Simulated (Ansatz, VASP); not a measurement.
**HoSb in two plane-wave programs**

Aim: how closely do two programs agree when they are given the same cell, functional and k mesh?

Calculated with Ansatz 0.2.0; plane waves, with VASP 6.6.1 beside it; single point at PBEsol, DFT+U, band structure at PBEsol and band structure at r2SCAN.

In doubt: a part-filled 4f shell, where there is one, can sit in one of many states, so energies may not be the lowest and differences between runs may mislead; derivatives with an open 4f shell can jump between states, which bears on forces and vibrations.

### Step 1. The structure

It takes space group Fm-3m (No. 225, cubic). The conventional cell has a = 6.130 Å, b = 6.130 Å, c = 6.130 Å, α = 90.00°, β = 90.00°, γ = 90.00°. Nearest to Ho lie 6 Sb at 3.06 to 3.07 Å. Nearest to Sb lie 6 Ho at 3.06 Å. Farther neighbours are not listed.

### Step 2. VASP: single point, PBEsol, DFT+U

With cell and atoms fixed, the geometry can't cause a difference; cores, projectors, grids and the points listed under the comparison can.

Lines of VASP's logs that name or quote its potential files are left out, and so is its time.

Contents of INCAR:

```
SYSTEM = HoSb
PREC = Accurate
ENCUT = 450
EDIFF = 1E-06
NELM = 150
ISMEAR = -1
SIGMA = 0.05
LREAL = .FALSE.
ALGO = Normal
GGA = PS
NBANDS = 34
ISPIN = 2
MAGMOM = 4 -4 0 0
LDAU = .TRUE.
LDAUTYPE = 2
LDAUL = 3 -1
LDAUU = 6 0
LDAUJ = 0 0
LDAUPRINT = 1
LASPH = .TRUE.
LMAXMIX = 6
AMIX = 0.2
BMIX = 1E-04
AMIX_MAG = 0.8
BMIX_MAG = 1E-04
LORBIT = 11
LWAVE = .FALSE.
LCHARG = .FALSE.
KPAR = 8
ISIF = 2
```

Contents of POSCAR:

```
HoSb
1.0
    0.0000000000      6.1300000000      6.1300000000
    3.0650000000      3.0650000000      6.1300000000
    3.0650000000      3.0650000000      0.0000000000
Ho Sb
2 2
Direct
    0.0000000000      0.0000000000      0.0000000000
    0.5000000000      0.0000000000      0.0000000000
    0.0000000000      0.5000000000      0.5000000000
    0.5000000000      0.5000000000      0.5000000000
```

Contents of KPOINTS:

```
Automatic mesh
0
Gamma
6 6 6
0 0 0
```

The projector-augmented-wave data sets are Ho and Sb (PBE family, release 64).

Run with:

```
$ mpirun -np 8 vasp_std
```

Numbers of over 12 decimals in the logs are rounded to 6 here.

The program printed:

```text
[banner, memory and clock lines left out]
running    8 mpi-ranks, on    1 nodes
 distrk:  each k-point on    1 cores,    8 groups
 distr:  one band on    1 cores,    1 groups

 POSCAR found type information on POSCAR HoSb
 POSCAR found :  2 types and       4 ions
|                                                                             |
|           W    W    AA    RRRRR   N    N  II  N    N   GGGG   !!!           |
|           W    W   A  A   R    R  NN   N  II  NN   N  G    G  !!!           |
|           W    W  A    A  R    R  N N  N  II  N N  N  G       !!!           |
|           W WW W  AAAAAA  RRRRR   N  N N  II  N  N N  G  GGG   !            |
|           WW  WW  A    A  R   R   N   NN  II  N   NN  G    G                |
|           W    W  A    A  R    R  N    N  II  N    N   GGGG   !!!           |
|                                                                             |
|     For optimal performance we recommend to set                             |
|       NCORE = 2 up to number-of-cores-per-socket                            |
|     NCORE specifies how many cores store one orbital (NPAR=cpu/NCORE).      |
|     This setting can greatly improve the performance of VASP for DFT.       |
|     The default, NCORE=1 might be grossly inefficient on modern             |
|     multi-core architectures or massively parallel machines. Do your        |
|     Unfortunately you need to use the default for GW and RPA                |
|     calculations (for HF NCORE is supported but not extensively tested      |
|     yet).                                                                   |
|                                                                             |

|                                                                             |
|               ----> ADVICE to this user running VASP <----                  |
|                                                                             |
|     You enforced a specific xc type in the INCAR file but a different       |
|     [... a line on the potential file left out ...]
|     I HOPE YOU KNOW WHAT YOU ARE DOING!                                     |
|                                                                             |

 LDA part: xc-table for (Slater+PW92), standard interpolation
 POSCAR, INCAR and KPOINTS ok, starting setup
 FFT: planning ... GRIDC
 FFT: planning ... GRID_SOFT
 FFT: planning ... GRID
 WAVECAR not read
 entering main loop
       N       E                     dE             d eps       ncg     rms          rms(c)
DAV:   1     0.390958038168E+03    0.39096E+03   -0.16647E+04  7448   0.655E+03
DAV:   2     0.883943493757E+02   -0.30256E+03   -0.28023E+03  7578   0.700E+02
DAV:   3    -0.903261765676E+00   -0.89298E+02   -0.86076E+02  7444   0.219E+02
DAV:   4    -0.114825616931E+02   -0.10579E+02   -0.10433E+02 10384   0.713E+01
DAV:   5    -0.131302861907E+02   -0.16477E+01   -0.16298E+01 10480   0.257E+01    0.473E+01
DAV:   6    -0.151756135737E+02   -0.20453E+01   -0.73718E+00  8248   0.117E+02    0.464E+01
DAV:   7    -0.160321403266E+02   -0.85653E+00   -0.70583E+00  8600   0.439E+01    0.345E+01
DAV:   8    -0.209989037646E+02   -0.49668E+01   -0.10036E+01  8886   0.742E+01    0.220E+01
DAV:   9    -0.217021943386E+02   -0.70329E+00   -0.31113E+00  8702   0.691E+01    0.209E+01
DAV:  10    -0.217720456070E+02   -0.69851E-01   -0.26061E+00 10454   0.269E+01    0.466E+01
DAV:  11    -0.228586045903E+02   -0.10866E+01   -0.10036E+00 10352   0.196E+01    0.380E+01
DAV:  12    -0.228390559101E+02    0.19549E-01   -0.10197E-01 10832   0.614E+00    0.350E+01
DAV:  13    -0.233524553399E+02   -0.51340E+00   -0.12734E-01  9406   0.134E+01    0.336E+01
DAV:  14    -0.236261352648E+02   -0.27368E+00   -0.23019E-01  9526   0.272E+01    0.341E+01
[...]
DAV:  54    -0.239677120725E+02   -0.12539E-04   -0.12038E-04 10626   0.286E-01    0.748E-01
DAV:  55    -0.239677138362E+02   -0.17637E-05   -0.53070E-05 10832   0.938E-02    0.712E-01
DAV:  56    -0.239677096310E+02    0.42053E-05   -0.14039E-05  8604   0.167E-01    0.697E-01
DAV:  57    -0.239677224545E+02   -0.12824E-04   -0.12844E-05  7306   0.161E-01    0.812E-01
DAV:  58    -0.239677202848E+02    0.21697E-05   -0.26466E-05  7936   0.147E-01    0.758E-01
DAV:  59    -0.239677126958E+02    0.75890E-05   -0.18095E-05 10196   0.142E-01    0.562E-01
DAV:  60    -0.239677100590E+02    0.26368E-05   -0.57756E-06  6310   0.781E-02    0.461E-01
DAV:  61    -0.239677101118E+02   -0.52745E-07   -0.45644E-06  6544   0.329E-02
   1 F= -.23967710E+02 E0= -.23956908E+02  d E =-.216051E-01  mag=     0.0000
```

Parts of OUTCAR (step 2):

```text
ion  position               nearest neighbor table
   1  0.000  0.000  0.000-   3 3.06   3 3.06   4 3.06   4 3.06   4 3.06   4 3.06
   2  0.500  0.000  0.000-   4 3.06   3 3.06   4 3.06   3 3.06   3 3.06   3 3.06
   3  0.000  0.500  0.500-   1 3.06   1 3.06   2 3.06   2 3.06   2 3.06   2 3.06
   4  0.500  0.500  0.500-   2 3.06   1 3.06   2 3.06   1 3.06   1 3.06   1 3.06

  LATTYP: Found a simple tetragonal cell.
 ALAT       =     4.3345645687
 C/A-ratio  =     1.4142135624

 Subroutine GETGRP returns: Found 16 space group operations
 (whereof 16 operations were pure point group operations)

The static configuration has the point symmetry D_4h.

 Found     40 irreducible k-points:

   k-points           NKPTS =     40   k-points in BZ     NKDIM =     40   number of bands    NBANDS=     34

   dimension x,y,z NGX =    60 NGY =   54 NGZ =   30
   dimension x,y,z NGXF=   120 NGYF=  108 NGZF=   60

   ENCUT  =  450.0 eV  33.07 Ry    5.75 a.u.  14.99 12.99  7.50*2*pi/ulx,y,z

   NELECT =      52.0000    total number of electrons

 k-points in reciprocal lattice and weights: Automatic mesh
   0.00000000  0.00000000  0.00000000       0.005
   0.16666667  0.00000000  0.00000000       0.019
   0.33333333  0.00000000  0.00000000       0.019
   0.50000000  0.00000000  0.00000000       0.009
   0.00000000  0.16666667  0.00000000       0.037
   0.16666667  0.16666667  0.00000000       0.009
   0.50000000  0.16666667  0.00000000       0.037
  -0.33333333  0.16666667  0.00000000       0.019
   0.00000000  0.33333333  0.00000000       0.037
[...]
-0.16666667  0.33333333  0.50000000       0.009
   0.00000000  0.50000000  0.50000000       0.005

atom =   1  type =  1  l = 3

 onsite density matrix

spin component  1

  0.9939 -0.0000 -0.0004  0.0000  0.0000  0.0000 -0.0000
 -0.0000  0.9945 -0.0000  0.0000  0.0000 -0.0000 -0.0000
 -0.0004 -0.0000  0.9941  0.0000 -0.0000 -0.0000 -0.0000
  0.0000  0.0000  0.0000  0.9936 -0.0000  0.0000 -0.0000
  0.0000  0.0000 -0.0000 -0.0000  0.9941 -0.0000  0.0004
  0.0000 -0.0000 -0.0000  0.0000 -0.0000  0.9945 -0.0000
 -0.0000 -0.0000 -0.0000 -0.0000  0.0004 -0.0000  0.9939

spin component  2

  0.6206 -0.0000  0.4770  0.0000  0.0000  0.0000 -0.0000
 -0.0000  0.0366 -0.0000  0.0000  0.0000  0.0000 -0.0000
  0.4770 -0.0000  0.3748 -0.0000 -0.0000  0.0000 -0.0000
  0.0000  0.0000 -0.0000  0.9902  0.0000 -0.0000  0.0000
  0.0000  0.0000 -0.0000  0.0000  0.3748  0.0000 -0.4770
  0.0000  0.0000  0.0000 -0.0000  0.0000  0.0049 -0.0000
 -0.0000 -0.0000 -0.0000  0.0000 -0.4770 -0.0000  0.6206

 occupancies and eigenvectors

  o =  0.0049  v =  0.0000  0.0000  0.0000  0.0000  0.0000  0.0000  0.0000  0.0000  0.0000  0.0000 -0.0000  0.0000 -1.0000  0.0000      0.0000  0.0000  0.0000  0.0000  0.0000  0.0000  0.0000  0.0000  0.0000  0.0000  0.0000  0.0000  0.0000  0.0000
  o =  0.0052  v =  0.0000  0.0000  0.0000  0.0000  0.0000  0.0000  0.0000  0.6126  0.0000 -0.7904 -0.0000 -0.0000 -0.0000  0.0000      0.0000  0.0000  0.0000  0.0000  0.0000  0.0000  0.0000  0.0000  0.0000  0.0000  0.0000  0.0000  0.0000  0.0000
  o =  0.0052  v =  0.0000  0.0000  0.0000  0.0000  0.0000  0.0000  0.0000  0.0000 -0.0000  0.0000 -0.0000  0.7904  0.0000  0.6126      0.0000  0.0000  0.0000  0.0000  0.0000  0.0000  0.0000  0.0000  0.0000  0.0000  0.0000  0.0000  0.0000  0.0000
[...]
o =  0.9902  v =  0.0000 -0.0000  0.0000 -0.0000  0.6126  0.0000 -0.7904  0.0000  0.0000  0.0000  0.0000  0.0000  0.0000  0.0000      0.0000  0.0000  0.0000  0.0000  0.0000  0.0000  0.0000  0.0000  0.0000  0.0000  0.0000  0.0000  0.0000  0.0000
  o =  0.9936  v =  0.0000  0.0000  0.0000  0.0000  0.0000  0.0000  0.0000  0.0000 -0.0000  0.0000 -1.0000 -0.0000  0.0000  0.0000      0.0000  0.0000  0.0000  0.0000  0.0000  0.0000  0.0000  0.0000  0.0000  0.0000  0.0000  0.0000  0.0000  0.0000
  o =  0.9936  v =  0.0000  0.0000  0.0000  0.0000  0.0000  0.0000  0.0000 -0.7538 -0.0000 -0.6571 -0.0000  0.0000  0.0000 -0.0000      0.0000  0.0000  0.0000  0.0000  0.0000  0.0000  0.0000  0.0000  0.0000  0.0000  0.0000  0.0000  0.0000  0.0000
  o =  0.9936  v =  0.0000  0.0000  0.0000  0.0000  0.0000  0.0000  0.0000  0.0000 -0.0000  0.0000 -0.0000  0.6571  0.0000 -0.7538      0.0000  0.0000  0.0000  0.0000  0.0000  0.0000  0.0000  0.0000  0.0000  0.0000  0.0000  0.0000  0.0000  0.0000
  o =  0.9944  v =  0.0000  0.0000  0.0000  0.0000  0.0000  0.0000  0.0000  0.0000  0.0000 -0.0000  0.0000 -0.7538  0.0000 -0.6571      0.0000  0.0000  0.0000  0.0000  0.0000  0.0000  0.0000  0.0000  0.0000  0.0000  0.0000  0.0000  0.0000  0.0000
  o =  0.9944  v =  0.0000  0.0000  0.0000  0.0000  0.0000  0.0000  0.0000  0.6571 -0.0000 -0.7538 -0.0000  0.0000  0.0000 -0.0000      0.0000  0.0000  0.0000  0.0000  0.0000  0.0000  0.0000  0.0000  0.0000  0.0000  0.0000  0.0000  0.0000  0.0000
  o =  0.9945  v =  0.0000  0.0000  0.0000  0.0000  0.0000  0.0000  0.0000  0.0000 -0.0000  0.0000  0.0000 -0.0000  1.0000  0.0000      0.0000  0.0000  0.0000  0.0000  0.0000  0.0000  0.0000  0.0000  0.0000  0.0000  0.0000  0.0000  0.0000  0.0000
  o =  0.9945  v =  0.0000  0.0000  0.0000  0.0000  0.0000  0.0000  0.0000  0.0000 -1.0000  0.0000  0.0000 -0.0000 -0.0000 -0.0000      0.0000  0.0000  0.0000  0.0000  0.0000  0.0000  0.0000  0.0000  0.0000  0.0000  0.0000  0.0000  0.0000  0.0000

 average (electrostatic) potential at core
       1 -38.5537       2 -38.5537       3 -86.5080       4 -86.5080

 E-fermi :   4.6921

 spin component 1
 k-point     1 :       0.0000    0.0000    0.0000
  band No.  band energies     occupation
    ...
     20      -0.4638      1.00000
     21       1.9506      1.00000
     22       4.1624      0.99997
     23       4.1624      0.99997
     24       4.3318      0.99926
     25       4.8470      0.04311
     26       5.7672      0.00000
     27       5.7683      0.00000
     28       5.7683      0.00000
     29       5.8341      0.00000
    ...

 k-point     2 :       0.1667    0.0000    0.0000
  band No.  band energies     occupation
    ...
     21       2.0418      1.00000
     22       2.7538      1.00000
     23       3.8171      1.00000
     24       4.1080      0.99999
     25       4.6683      0.61675
     26       4.7187      0.36990
     27       4.8860      0.02025
     28       5.2520      0.00001
     29       5.8061      0.00000
     30       5.8910      0.00000
    ...

 k-point     3 :       0.3333    0.0000    0.0000
  band No.  band energies     occupation
    ...
     22       2.3355      1.00000
     23       2.3718      1.00000
     24       3.3286      1.00000
     25       3.6786      1.00000
     26       3.6913      1.00000
     27       4.8704      0.02749
     28       5.7628      0.00000
     29       5.7868      0.00000
     30       5.8722      0.00000
     31       6.5763      0.00000
    ...

 k-point     4 :       0.5000    0.0000    0.0000
  band No.  band energies     occupation
    ...
     22       1.3805      1.00000
     23       2.8732      1.00000
     24       2.8786      1.00000
     25       3.1907      1.00000
     26       3.2699      1.00000
     27       4.8737      0.02577
     28       5.7817      0.00000
     29       5.7863      0.00000
     30       5.8681      0.00000
     31       7.1093      0.00000
    ...

 k-point     5 :       0.0000    0.1667    0.0000
  band No.  band energies     occupation
    ...
     22       2.9405      1.00000
     23       3.6340      1.00000
     24       3.8131      1.00000
     25       4.4709      0.98813
     26       4.4712      0.98807
     27       4.8486      0.04188
     28       5.3447      0.00000
     29       5.8167      0.00000
     30       5.8793      0.00000
     31       5.9103      0.00000
    ...

 k-point     6 :       0.1667    0.1667    0.0000
  band No.  band energies     occupation
    ...
     21       1.8400      1.00000
     22       4.1688      0.99997
     23       4.1688      0.99997
     24       4.4024      0.99696
     25       4.5597      0.93386
     26       4.8527      0.03871
     27       5.1831      0.00005
     28       5.1831      0.00005
     29       5.8315      0.00000
     30       5.8754      0.00000
    ...

  Total       -0.6895527     -0.6895527     -0.8138818      0.0000000     -0.0000000      0.0000000
  in kB       -9.5923854     -9.5923854    -11.3219312      0.0000000     -0.0000000      0.0000000
  external PRESSURE =     -10.1689007 kB  Pullay stress =       0.0000000 kB

  energy-cutoff  :      450.00
  volume of cell :      115.17
      direct lattice vectors                 reciprocal lattice vectors
     0.000000000  6.130000000  6.130000000    -0.163132137  0.163132137  0.000000000
     3.065000000  3.065000000  6.130000000     0.163132137 -0.163132137  0.163132137
     3.065000000  3.065000000  0.000000000     0.163132137  0.163132137 -0.163132137

 POSITION                                       TOTAL-FORCE (eV/Angst)
 -----------------------------------------------------------------------------------
      0.00000      0.00000      0.00000         0.000000      0.000000      0.000000
      0.00000      3.06500      3.06500        -0.000000     -0.000000     -0.000000
      3.06500      3.06500      3.06500         0.000000     -0.000000     -0.000000
      3.06500      6.13000      6.13000         0.000000     -0.000000      0.000000
 -----------------------------------------------------------------------------------
    total drift:                               -0.000000     -0.000000     -0.000000

  FREE ENERGIE OF THE ION-ELECTRON SYSTEM (eV)
  ---------------------------------------------------
  free  energy   TOTEN  =       -23.9677101118 eV

  energy  without entropy=      -23.9461050355  energy(sigma->0) =      -23.95690757

 total charge
# of ion       s       p       d       f       tot
--------------------------------------------------
    1        2.067   5.724   0.565   9.975  18.330
    2        2.067   5.724   0.565   9.975  18.330
    3        1.118   1.447   0.015   0.000   2.581
    4        1.118   1.447   0.015   0.000   2.581
--------------------------------------------------
tot          6.370  14.342   1.161  19.949  41.822

 magnetization (x)
# of ion       s       p       d       f       tot
--------------------------------------------------
    1        0.004  -0.028   0.036   3.935   3.946
    2       -0.004   0.028  -0.036  -3.935  -3.946
    3        0.001   0.007  -0.000   0.000   0.008
    4       -0.001  -0.007   0.000   0.000  -0.008
--------------------------------------------------
tot          0.000   0.000   0.000   0.000   0.000

[... 1 further part left out ...]
```

The run ends at a pressure of -1.02 GPa.

(Part 1 of 3 ends here.)

[Lines on the potential files, build, host, timing and source positions are cut from VASP's logs without a mark.]

[Logs are printed without paths, hosts, clocks, repeated set-up lines and the standing remarks that a program may print on its own settings, such as how far it seeks lower states.]

[Hosts, paths, dates, database ids (printed as entryN), source tags and the programs' standing remarks are cut or masked in the printed files.]
